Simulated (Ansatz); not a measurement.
## Electron scattering at the Σ5 (310) boundary in fcc Al with W (substitutional)

Aim: the relaxed structure and the specific resistance of the Σ5 (310) boundary in fcc Al with W (substitutional).

Method: Ansatz plane-wave DFT, PBE, PAW files; relaxation of a bicrystal slab with its lowest layers held; PAW set soft_1, in the first sound run; inputs show where later runs differ, in Ansatz 0.2.0.

### Step 1. The starting structure

The cell holds 30 atoms: 29 Al and 1 W. Cell: a = 6.400 Å, b = 4.048 Å, c = 30.201 Å, α = 90.0°, β = 90.0°, γ = 90.0°. It derives from Al. built on the (3 1 0) plane; 2 overlapping atoms removed and the grains opened by 0 Å. Vacuum lies along c.

### Step 2. Relaxing the bicrystal

The boundary is built by mirroring the lower grain in the boundary plane and removing any atoms that overlap; then the W is put in at the boundary. A thin bicrystal slab is relaxed first, with the lowest layers held and the upper grain free to shift and open.

input.yaml reads:

```yaml
crystal:
  lattice:
    - [6.40040255, 0.0, 0.0]
    - [0.0, 4.04797, 0.0]
    - [0.0, 0.0, 30.20120765]
  atoms:
    - { symbol: Al, position: [0.9, 0.5, 0.1655562936] }
    - { symbol: Al, position: [0.6, 0.0, 0.186748832] }
    - { symbol: Al, position: [0.3, 0.5, 0.2079413705] }
    - { symbol: Al, position: [0.0, 0.0, 0.229133909] }
    - { symbol: Al, position: [0.7, 0.5, 0.2503264475] }
    - { symbol: Al, position: [0.4, 0.0, 0.2715189859] }
    - { symbol: Al, position: [0.1, 0.5, 0.2927115244] }
    - { symbol: Al, position: [0.8, 0.0, 0.3139040629] }
    - { symbol: Al, position: [0.5, 0.5, 0.3350966013] }
    - { symbol: Al, position: [0.2, 0.0, 0.3562891398] }
    - { symbol: Al, position: [0.9, 0.5, 0.3774816783] }
    - { symbol: Al, position: [0.6, 0.0, 0.3986742168] }
    - { symbol: Al, position: [0.3, 0.5, 0.4198667552] }
    - { symbol: W, position: [0.0, 0.0, 0.4410592937] }
    - { symbol: Al, position: [0.6, 0.0, 0.4834443706] }
    - { symbol: Al, position: [0.9, 0.5, 0.5046369091] }
    - { symbol: Al, position: [0.2, 0.0, 0.5258294476] }
    - { symbol: Al, position: [0.5, 0.5, 0.5470219861] }
    - { symbol: Al, position: [0.8, 0.0, 0.5682145245] }
    - { symbol: Al, position: [0.1, 0.5, 0.589407063] }
    - { symbol: Al, position: [0.4, 0.0, 0.6105996015] }
    - { symbol: Al, position: [0.7, 0.5, 0.6317921399] }
    - { symbol: Al, position: [0.0, 0.0, 0.6529846784] }
    - { symbol: Al, position: [0.3, 0.5, 0.6741772169] }
    - { symbol: Al, position: [0.6, 0.0, 0.6953697554] }
    - { symbol: Al, position: [0.9, 0.5, 0.7165622938] }
    - { symbol: Al, position: [0.2, 0.0, 0.7377548323] }
    - { symbol: Al, position: [0.5, 0.5, 0.7589473708] }
    - { symbol: Al, position: [0.8, 0.0, 0.7801399092] }
    - { symbol: Al, position: [0.1, 0.5, 0.8013324477] }
kpoints:
  mp_grid: { grid: [4, 6, 1] }
hamiltonian:
  xc: pbe
  pseudopotentials: { kind: paw, azcp: { folder: soft_1 } }
scf:
  occupations: { method: fermi_dirac, width: 0.1 }
relax:
  f_tol: 0.03
  max_steps: 80
  constraints: [{ sites: [0, 1, 2, 3, 4] }]
```

Run with:

```sh
$ ansatz run input.yaml --threads 4 --pin off --max-ram 15360MiB --backend cpu --events-out ev --progress --plain --runs-dir out
```

Numbers of over 12 decimals in the logs are rounded to 6 here.

The log of the run:

```text
Engine: ansatz 0.2.0, aarch64-unknown-linux-gnu
Pseudopotentials: kind: paw
Pseudopotential: Al, paw, valence charge 3, recommended cutoff 420 eV (normal), soft_1/Al.paw.azcp
Pseudopotential: W, paw, valence charge 14, recommended cutoff 420 eV (normal), soft_1/W.paw.azcp
Functional definition: PBE
  parameter kappa = 0.804
  parameter beta = 0.066725
  exchange = pbe_x(kappa = kappa, mu = beta*pi^2/3)
  correlation = pbe_c(beta = beta)
Crystal: 30 atoms, lattice volume = 782.472 Å³
Basis set: ecut = 420 eV, 15321 PW (Γ), exchange–correlation on 90×60×432 points (8 copies of the dense FFT grid, shifted against one another)
Bands: 81, of which v1, the nominal top of the filled ones, is band 51 counted from 1 (50 counted from 0)
Symmetry: 2 space group operations
Space group: Pm (ITA 6), of the structure as read, at distance tolerance 9.2e-5 Å
k-points: 12 of 24 (time reversal used)
Non-local potential: Al, projectors of the file, l = 0: 2, l = 1: 2, l = 2: 1
Non-local potential: W, projectors of the file, l = 0: 3, l = 1: 2, l = 2: 2, l = 3: 1
PAW form: soft (Blöchl's): semilocal exchange-correlation on the pseudo side does not see the compensation charge
PAW one-centre angular grid: Al, 110 points (default); XC on 64 Gauss nodes
PAW one-centre angular grid: W, 590 points (default); XC on 64 Gauss nodes
Initial density: superposition of atomic densities (neutral atoms: chi_scale 0, normalization atom)
Initial wavefunctions: pseudopotential atomic-orbital guess
Functional: x = pbe(κ = 0.804, μ = 0.219515), c = pbe(β = 0.066725)
SCF iter   1: F=—  HF=-25972.411115 eV  |F-HF|=—  |Δ(HF+E_count)|=         —  Δρ=2.22e-2  dr2=5.05e1  ethr=3.10e-3  ⟨swp⟩=8.4  Hψ=5515  notcnv=0  defer=21
preconditioner: auto → LDOS  [metal: Δε(μ)=0.006 eV  Ē_g=6.285 eV  σ=0.100 eV  W_gap=0.02  n_scr=94 (ndim 8)  ℏωp=12.8 eV  f_vac=0.243  D(μ)=12.61/eV (n_scr^D=56)  β→1.0]
SCF iter   2: F=—  HF=-25969.205094 eV  |F-HF|=—  |Δ(HF+E_count)|=    3.21e0  Δρ=9.03e-3  dr2=5.06e0  ethr=3.10e-3  ⟨swp⟩=6.0  Hψ=2789  notcnv=0  defer=51
SCF iter   3: F=—  HF=-25968.908397 eV  |F-HF|=—  |Δ(HF+E_count)|=   2.97e-1  Δρ=2.17e-3  dr2=1.95e-1  ethr=3.10e-3  ⟨swp⟩=4.4  Hψ=1741  notcnv=0  defer=44
SCF iter   4: F=—  HF=-25968.894327 eV  |F-HF|=—  |Δ(HF+E_count)|=   1.41e-2  Δρ=5.44e-4  dr2=1.60e-2  ethr=1.93e-4  ⟨swp⟩=2.5  Hψ=1677  notcnv=0  defer=45
SCF iter   5: F=—  HF=-25968.893867 eV  |F-HF|=—  |Δ(HF+E_count)|=   4.59e-4  Δρ=1.76e-4  dr2=6.90e-4  ethr=1.58e-5  ⟨swp⟩=2.1  Hψ=1340  notcnv=0  defer=45
SCF iter   6: F=—  HF=-25968.893829 eV  |F-HF|=—  |Δ(HF+E_count)|=   3.82e-5  Δρ=3.75e-5  dr2=4.50e-5  ethr=6.83e-7  ⟨swp⟩=2.1  Hψ=1522  notcnv=0  defer=45
SCF iter   7: F=-25968.893829 eV  HF=-25968.893832 eV  |F-HF|=2.98e-6  |Δ(HF+E_count)|=   3.24e-6  Δρ=1.57e-5  dr2=6.71e-6  ethr=2.23e-8  ⟨swp⟩=5.0  Hψ=3132  notcnv=0
SCF 1 converged in 7 iterations: F = -25968.893829 eV  dr2 = 6.71e-6
  greatest PAW one-centre occupation: 0.999 electrons in one spin orbital (limit 2), on the W atom at site 13 (counted from 0), in its partial waves of l = 0
relax step   1: F+E_penalty+E_count = -25968.89382939 eV  Δ(F+E_penalty+E_count) = +0.000e0 eV  max|allowed force component| = 8.002e-1 eV/Å  Δτ_max = 0.0000 Å  (7 SCF iters, dr2 threshold 2.25e-5 eV, accepted)
Initial density: handed on by an earlier stage of this run
Initial wavefunctions: those handed on with the density
SCF iter   1: F=—  HF=-25969.588124 eV  |F-HF|=—  |Δ(HF+E_count)|=         —  Δρ=8.03e-3  dr2=3.70e0  ethr=3.10e-3  ⟨swp⟩=3.8  Hψ=2694  notcnv=0  defer=50
preconditioner: auto → LDOS  [metal: Δε(μ)=0.007 eV  Ē_g=6.169 eV  σ=0.100 eV  W_gap=0.02  n_scr=94 (ndim 8)  ℏωp=12.8 eV  f_vac=0.254  D(μ)=14.87/eV (n_scr^D=76)  β→1.0]
SCF iter   2: F=—  HF=-25969.411568 eV  |F-HF|=—  |Δ(HF+E_count)|=   1.77e-1  Δρ=2.27e-3  dr2=2.81e-1  ethr=3.10e-3  ⟨swp⟩=1.1  Hψ=1130  notcnv=0  defer=48
SCF iter   3: F=—  HF=-25969.405713 eV  |F-HF|=—  |Δ(HF+E_count)|=   5.85e-3  Δρ=8.35e-4  dr2=1.41e-2  ethr=2.78e-4  ⟨swp⟩=2.2  Hψ=1279  notcnv=0  defer=50
SCF iter   4: F=—  HF=-25969.403283 eV  |F-HF|=—  |Δ(HF+E_count)|=   2.43e-3  Δρ=2.11e-4  dr2=6.13e-4  ethr=1.39e-5  ⟨swp⟩=2.1  Hψ=1525  notcnv=0  defer=50
SCF iter   5: F=-25969.403181 eV  HF=-25969.403199 eV  |F-HF|=1.77e-5  |Δ(HF+E_count)|=   8.43e-5  Δρ=4.13e-5  dr2=2.65e-5  ethr=3.96e-8  ⟨swp⟩=3.5  Hψ=3845  notcnv=0
SCF 2 converged in 5 iterations: F = -25969.403181 eV  dr2 = 2.65e-5
relax step   2: F+E_penalty+E_count = -25969.40318141 eV  Δ(F+E_penalty+E_count) = -5.094e-1 eV  max|allowed force component| = 5.358e-1 eV/Å  Δτ_max = 0.1949 Å  (5 SCF iters, dr2 threshold 4.00e-5 eV, accepted)
iter 1 solved again at ethr=7.80e-4 eV; its pass at ethr=3.10e-3 eV (dr2=7.88e-1 eV) is discarded
SCF iter   1: F=—  HF=-25969.627688 eV  |F-HF|=—  |Δ(HF+E_count)|=         —  Δρ=3.50e-3  dr2=9.36e-1  ethr=7.80e-4  ⟨swp⟩=1.1  Hψ=3571  notcnv=0  defer=49
eigensolver tolerance schedule calibrated: the retry pair's looser diagonalisation under-reported the residual by θ = 0.16 (0.27/decade); ethr = c·dr2/N_el runs at the constant in force after the calibration composes with the one it found (an armed cap, an earlier calibration), c = 1.4e-2
preconditioner: auto → LDOS  [metal: Δε(μ)=0.009 eV  Ē_g=6.177 eV  σ=0.100 eV  W_gap=0.02  n_scr=94 (ndim 8)  ℏωp=12.8 eV  f_vac=0.256  D(μ)=14.18/eV (n_scr^D=64)  β→1.0]
SCF iter   2: F=—  HF=-25969.588284 eV  |F-HF|=—  |Δ(HF+E_count)|=   3.94e-2  Δρ=9.14e-4  dr2=1.79e-2  ethr=1.32e-4  ⟨swp⟩=2.4  Hψ=1507  notcnv=0  defer=49
SCF iter   3: F=—  HF=-25969.588096 eV  |F-HF|=—  |Δ(HF+E_count)|=   1.87e-4  Δρ=4.89e-4  dr2=6.54e-3  ethr=2.51e-6  ⟨swp⟩=3.0  Hψ=1937  notcnv=0  defer=49
SCF iter   4: F=—  HF=-25969.586874 eV  |F-HF|=—  |Δ(HF+E_count)|=   1.22e-3  Δρ=9.94e-5  dr2=2.04e-4  ethr=9.20e-7  ⟨swp⟩=2.3  Hψ=1614  notcnv=0  defer=49
SCF iter   5: F=-25969.586848 eV  HF=-25969.586855 eV  |F-HF|=6.39e-6  |Δ(HF+E_count)|=   1.94e-5  Δρ=2.41e-5  dr2=9.64e-6  ethr=2.53e-9  ⟨swp⟩=3.0  Hψ=4029  notcnv=0
SCF 3 converged in 5 iterations: F = -25969.586848 eV  dr2 = 9.64e-6
relax step   3: F+E_penalty+E_count = -25969.58684815 eV  Δ(F+E_penalty+E_count) = -1.837e-1 eV  max|allowed force component| = 3.200e-1 eV/Å  Δτ_max = 0.1951 Å  (5 SCF iters, dr2 threshold 1.79e-5 eV, accepted)
[...]
relax step   4: F+E_penalty+E_count = -25969.67548804 eV  Δ(F+E_penalty+E_count) = -8.864e-2 eV  max|allowed force component| = 1.110e-1 eV/Å  Δτ_max = 0.2000 Å  (5 SCF iters, dr2 threshold 3.65e-5 eV, accepted)
[...]
relax step   5: F+E_penalty+E_count = -25969.67874129 eV  Δ(F+E_penalty+E_count) = -3.253e-3 eV  max|allowed force component| = 3.428e-1 eV/Å  Δτ_max = 0.1024 Å  (6 SCF iters, dr2 threshold 1.48e-6 eV, accepted)
[...]
relax step   6: F+E_penalty+E_count = -25969.69011829 eV  Δ(F+E_penalty+E_count) = -1.138e-2 eV  max|allowed force component| = 5.729e-2 eV/Å  Δτ_max = 0.0566 Å  (5 SCF iters, dr2 threshold 1.41e-5 eV, accepted)
[...]
relax step   7: F+E_penalty+E_count = -25969.69093454 eV  Δ(F+E_penalty+E_count) = -8.163e-4 eV  max|allowed force component| = 4.145e-2 eV/Å  Δτ_max = 0.0169 Å  (6 SCF iters, accepted)
SCF iter   1: F=—  HF=-25969.691619 eV  |F-HF|=—  |Δ(HF+E_count)|=         —  Δρ=1.53e-4  dr2=7.45e-4  ethr=1.01e-5  ⟨swp⟩=2.2  Hψ=1802  notcnv=0  defer=52
preconditioner: auto → LDOS  [metal: Δε(μ)=0.007 eV  Ē_g=6.216 eV  σ=0.100 eV  W_gap=0.02  n_scr=94 (ndim 8)  ℏωp=12.8 eV  f_vac=0.262  D(μ)=13.36/eV (n_scr^D=60)  β→1.0]
SCF iter   2: F=—  HF=-25969.691524 eV  |F-HF|=—  |Δ(HF+E_count)|=   9.53e-5  Δρ=7.09e-5  dr2=9.18e-5  ethr=7.37e-7  ⟨swp⟩=2.8  Hψ=1892  notcnv=0  defer=52
SCF iter   3: F=—  HF=-25969.691421 eV  |F-HF|=—  |Δ(HF+E_count)|=   1.03e-4  Δρ=2.40e-5  dr2=1.45e-5  ethr=9.09e-8  ⟨swp⟩=2.0  Hψ=1529  notcnv=0  defer=52
SCF iter   4: F=—  HF=-25969.691418 eV  |F-HF|=—  |Δ(HF+E_count)|=   3.22e-6  Δρ=4.89e-6  dr2=6.18e-7  ethr=1.44e-8  ⟨swp⟩=2.1  Hψ=1604  notcnv=0  defer=52
SCF iter   5: F=-25969.691418 eV  HF=-25969.691418 eV  |F-HF|=4.14e-8  |Δ(HF+E_count)|=   8.83e-8  Δρ=1.41e-6  dr2=5.48e-8  ethr=9.90e-11  ⟨swp⟩=5.0  Hψ=3050  notcnv=0
SCF 8 converged in 5 iterations: F = -25969.691418 eV  dr2 = 5.48e-8
relax step   8: F+E_penalty+E_count = -25969.69141783 eV  Δ(F+E_penalty+E_count) = -4.833e-4 eV  max|allowed force component| = 3.756e-3 eV/Å  Δτ_max = 0.0077 Å  (5 SCF iters, accepted)
SCF converged after 5 iterations
Free energy (F): -25969.691418 eV
Harris-Foulkes:  -25969.691418 eV  (|F-HF|=4.14e-8)
Internal energy: -25969.260424 eV  (E = F + TS)
E sigma→0 (E₀):  -25969.475921 eV
Entropy (-TS):   -0.430994 eV (-14.366 meV/atom)
Fermi energy:    3.740872 eV
--- Per-component energies (eV) ---
  E_band       = -371.843642
  E_kinetic    = 1050.818700
  E_local      = -27308.751509  (includes V_loc(G=0)·N_el)
  E_nonlocal   = 267.036596
  E_hartree    = 13470.132472
  E_xc         = -1346.198247
  E_vxc        = -1057.899857  (∫ρ·V_xc dr)
  E_paw        = -22190.006330  (= ΣΔE_a)
  E_vpaw       = -263.286295  (= ΣTr[D̂ρ^β])
  E_aug_tail   = 0.000094  (compensation charges beyond the density's cutoff)
  E_ewald      = 10087.707799
  E_smearing   = -0.430994  (= −TS)
  E_closure    = -0.000000  (closes the sum)
  Σ components = -25969.691418   (vs F -25969.691418, Δ=0.00e0)
--- Forces (eV/Å), atoms counted from 1 ---
  atom   1  Al    -0.07212612     0.00000000     0.21972058
  atom   2  Al     0.17416466     0.00000000    -0.04119804
  atom   3  Al    -0.18363468     0.00000000    -0.08006505
  atom   4  Al     0.05406524     0.00000000    -0.08490083
  atom   5  Al     0.02826579     0.00000000    -0.01071369
  atom   6  Al     0.00067250     0.00000000     0.00082569
  atom   7  Al    -0.00072059     0.00000000     0.00219720
  atom   8  Al    -0.00032283     0.00000000     0.00098118
  atom   9  Al     0.00024875     0.00000000     0.00053991
  atom  10  Al     0.00065500     0.00000000    -0.00063068
  atom  11  Al    -0.00071931     0.00000000    -0.00104718
  atom  12  Al    -0.00246912     0.00000000    -0.00113988
  atom  13  Al     0.00097655     0.00000000    -0.00043694
  atom  14  W      0.00375638     0.00000000    -0.00064117
  atom  15  Al    -0.00116691     0.00000000     0.00086789
  atom  16  Al     0.00064570     0.00000000    -0.00040670
  atom  17  Al     0.00044107     0.00000000    -0.00184679
  atom  18  Al    -0.00091453     0.00000000    -0.00242451
  atom  19  Al     0.00004594     0.00000000     0.00013688
  atom  20  Al     0.00049724     0.00000000    -0.00043589
  atom  21  Al    -0.00129034     0.00000000     0.00034376
  atom  22  Al     0.00039119     0.00000000     0.00070033
  atom  23  Al     0.00017394     0.00000000     0.00029324
  atom  24  Al     0.00017233     0.00000000     0.00039641
  atom  25  Al    -0.00090339     0.00000000     0.00052324
  atom  26  Al    -0.00097083     0.00000000    -0.00090759
  atom  27  Al     0.00016858     0.00000000    -0.00013671
  atom  28  Al    -0.00057697     0.00000000    -0.00048324
  atom  29  Al    -0.00012705     0.00000000    -0.00050998
  atom  30  Al     0.00065615     0.00000000     0.00040341
  max |Σ_I F_I| component: 5.44e-5 eV/Å
--- Relaxed structure (8 steps of the walk, 8 accepted, 0 SCFs on fresh bases) ---
  F+E_penalty+E_count = -25969.69141783 eV   max|allowed force component| = 3.756e-3 eV/Å
  atoms:
    - { symbol: Al, position: [0.9, 0.5, 0.165556] }
    - { symbol: Al, position: [0.6, 0.0, 0.186748832] }
    - { symbol: Al, position: [0.3, 0.5, 0.207941] }
    - { symbol: Al, position: [0.0, 0.0, 0.229134] }
    - { symbol: Al, position: [0.7, 0.5, 0.250326] }
    - { symbol: Al, position: [0.399292, 0.0, 0.272972] }
    - { symbol: Al, position: [0.108918, 0.5, 0.296398] }
    - { symbol: Al, position: [0.811266, 0.0, 0.311320] }
    - { symbol: Al, position: [0.512703, 0.5, 0.336602] }
    - { symbol: Al, position: [0.219120, 0.0, 0.364319] }
    - { symbol: Al, position: [0.914500, 0.5, 0.380339] }
    - { symbol: Al, position: [0.623173, 0.0, 0.393757] }
    - { symbol: Al, position: [0.284374, 0.5, 0.440630] }
    - { symbol: W, position: [-0.014435, 0.0, 0.439153] }
    - { symbol: Al, position: [0.614615, 0.0, 0.481400] }
    - { symbol: Al, position: [0.907206, 0.5, 0.496919] }
    - { symbol: Al, position: [0.210694, 0.0, 0.514016] }
    - { symbol: Al, position: [0.503976, 0.5, 0.538520] }
    - { symbol: Al, position: [0.806198, 0.0, 0.564237] }
    - { symbol: Al, position: [0.103151, 0.5, 0.580118] }
    - { symbol: Al, position: [0.397925, 0.0, 0.602541] }
    - { symbol: Al, position: [0.697847, 0.5, 0.626102] }
    - { symbol: Al, position: [0.00315675, 0.0, 0.646248] }
    - { symbol: Al, position: [0.297276, 0.5, 0.667212] }
    - { symbol: Al, position: [0.592679, 0.0, 0.690445] }
    - { symbol: Al, position: [0.894106, 0.5, 0.708476] }
    - { symbol: Al, position: [0.197180, 0.0, 0.731152] }
    - { symbol: Al, position: [0.490563, 0.5, 0.756530] }
    - { symbol: Al, position: [0.797165, 0.0, 0.773893] }
    - { symbol: Al, position: [0.082495, 0.5, 0.789780] }
```

The job ended after 2.1 min (4 threads of Arm Neoverse V1, shared host; peak memory 1.8 GiB; 7.9 min of CPU time).

Step by step:

| step | energy less that of the first step (eV) | largest force component (eV/Å) |
| --- | --- | --- |
| 1 | 0.0000 | 0.8002 |
| 2 | -0.5094 | 0.5358 |
| 3 | -0.6930 | 0.3200 |
| 4 | -0.7817 | 0.1110 |
| 5 | -0.7849 | 0.3428 |
| 6 | -0.7963 | 0.0573 |
| 7 | -0.7971 | 0.0415 |
| 8 | -0.7976 | 0.0038 |

The run keeps the 2 symmetry operations that it works with, so distortions that break them were not tested.

The atoms that moved most (Å):

| atom | dx | dy | dz | length |
| --- | --- | --- | --- | --- |
| Al13 | -0.100 | 0.000 | 0.627 | 0.635 |
| Al30 | -0.112 | 0.000 | -0.349 | 0.366 |
| Al17 | 0.068 | 0.000 | -0.357 | 0.363 |
| Al20 | 0.020 | 0.000 | -0.281 | 0.281 |
| Al10 | 0.122 | 0.000 | 0.243 | 0.272 |
| Al18 | 0.025 | 0.000 | -0.257 | 0.258 |
| Al26 | -0.038 | 0.000 | -0.244 | 0.247 |
| Al21 | -0.013 | 0.000 | -0.243 | 0.244 |

Final coordinates:

```cif
data_structure
_symmetry_space_group_name_H-M 'P 1'
_symmetry_Int_Tables_number 1
_cell_length_a 6.4004
_cell_length_b 4.0480
_cell_length_c 30.2012
_cell_angle_alpha 90.000
_cell_angle_beta 90.000
_cell_angle_gamma 90.000
_cell_volume 782.47
loop_
_atom_site_label
_atom_site_type_symbol
_atom_site_fract_x
_atom_site_fract_y
_atom_site_fract_z
_atom_site_occupancy
Al1 Al 0.90000 0.50000 0.16556 1
Al2 Al 0.60000 0.00000 0.18675 1
Al3 Al 0.30000 0.50000 0.20794 1
Al4 Al 0.00000 0.00000 0.22913 1
Al5 Al 0.70000 0.50000 0.25033 1
Al6 Al 0.39929 0.00000 0.27297 1
Al7 Al 0.10892 0.50000 0.29640 1
Al8 Al 0.81127 0.00000 0.31132 1
Al9 Al 0.51270 0.50000 0.33660 1
Al10 Al 0.21912 0.00000 0.36432 1
Al11 Al 0.91450 0.50000 0.38034 1
Al12 Al 0.62317 0.00000 0.39376 1
Al13 Al 0.28437 0.50000 0.44063 1
W14 W 0.98557 0.00000 0.43915 1
Al15 Al 0.61461 0.00000 0.48140 1
Al16 Al 0.90721 0.50000 0.49692 1
Al17 Al 0.21069 0.00000 0.51402 1
Al18 Al 0.50398 0.50000 0.53852 1
Al19 Al 0.80620 0.00000 0.56424 1
Al20 Al 0.10315 0.50000 0.58012 1
Al21 Al 0.39793 0.00000 0.60254 1
Al22 Al 0.69785 0.50000 0.62610 1
Al23 Al 0.00316 0.00000 0.64625 1
Al24 Al 0.29728 0.50000 0.66721 1
Al25 Al 0.59268 0.00000 0.69045 1
Al26 Al 0.89411 0.50000 0.70848 1
Al27 Al 0.19718 0.00000 0.73115 1
Al28 Al 0.49056 0.50000 0.75653 1
Al29 Al 0.79717 0.00000 0.77389 1
Al30 Al 0.08250 0.50000 0.78978 1
```

Numbers from this step:

```yaml
free_energy: -25969.6914 eV
energy_at_zero_smearing: -25969.4759 eV
fermi_energy: 3.741 eV
```

The largest force component on a free atom ends at 0.0038 eV/Å, under the tolerance of 0.03, after 8 steps.

(Part 1 of 2 ends here.)

[Logs are printed without paths, hosts, clocks, repeated set-up lines and the standing remarks that a program may print on its own settings, such as how far it seeks lower states.]

[Hosts, paths, dates, database ids (printed as entryN), source tags and the programs' standing remarks are cut or masked in the printed files.]
